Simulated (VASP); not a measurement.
A run of VASP 6.6.1 is set up as follows.

Contents of INCAR:

```
PREC     = Accurate       # precision mode
ENCUT    = 600            # plane-wave cutoff, eV
EDIFF    = 1E-6           # SCF threshold, eV
ISMEAR   = 0              # smearing method
SIGMA    = 0.03           # smearing width, eV
LREAL    = F              # projectors in reciprocal space
LASPH    = T              # aspherical terms in the spheres
NELM     = 80             # most SCF steps
ALGO     = Normal         # electronic algorithm
ISIF     = 3              # what is computed and relaxed
LWAVE    = F              # write WAVECAR
LCHARG   = F              # write CHGCAR
GGA      = MK             # functional
LUSE_VDW = T            
AGGAC    = 0.0          
PARAM1   = 0.1234       
PARAM2   = 0.711357     
ZAB_VDW  = -1.8867      
IBRION   = 2              # ionic algorithm
NSW      = 90             # ionic steps
EDIFFG   = -0.01          # ionic threshold
```

File KPOINTS:

```
regular mesh
0
Gamma
  9 9 6
```

The input POSCAR:

```
Te
1.0
    4.4540000000      0.0000000000      0.0000000000
   -2.2270000000      3.8572771485      0.0000000000
    0.0000000000      0.0000000000      5.9240000000
Te
3
Direct
    0.2690000000      0.0000000000      0.3333333333
    0.0000000000      0.2690000000      0.6666666667
    0.7310000000      0.7310000000      0.0000000000
```

Potentials or basis: VASP PAW PBE potentials, release 64 (Te).

Launch:

```sh
$ cat potpaw_PBE.64/Te/POTCAR > POTCAR
$ mpirun -np 1 vasp_std > vasp.out
```

What does it give for the relaxed cell?

a = 4.395 Å, b = 4.395 Å, c = 6.009 Å, α = 90.00°, β = 90.00°, γ = 120.00°.

Estimate the band gap on the k mesh.

0.05 eV, direct.

Estimate the relaxed volume.

33.51 Å³/atom.

Final structure:
```
CELL_PARAMETERS angstrom
4.39517 0.00000 0.00000
-2.19759 3.80633 0.00000
0.00000 0.00000 6.00935
ATOMIC_POSITIONS crystal
Te 0.27932 0.00000 0.33333
Te 0.00000 0.27932 0.66667
Te 0.72068 0.72068 0.00000
```

Caveat: the PAW data sets were made with another functional, which shifts forces and pressure a little; spin-orbit coupling is left out, which moves the levels of the heavy elements; an odd mesh through Γ misses points on the zone boundary, where band edges often lie.
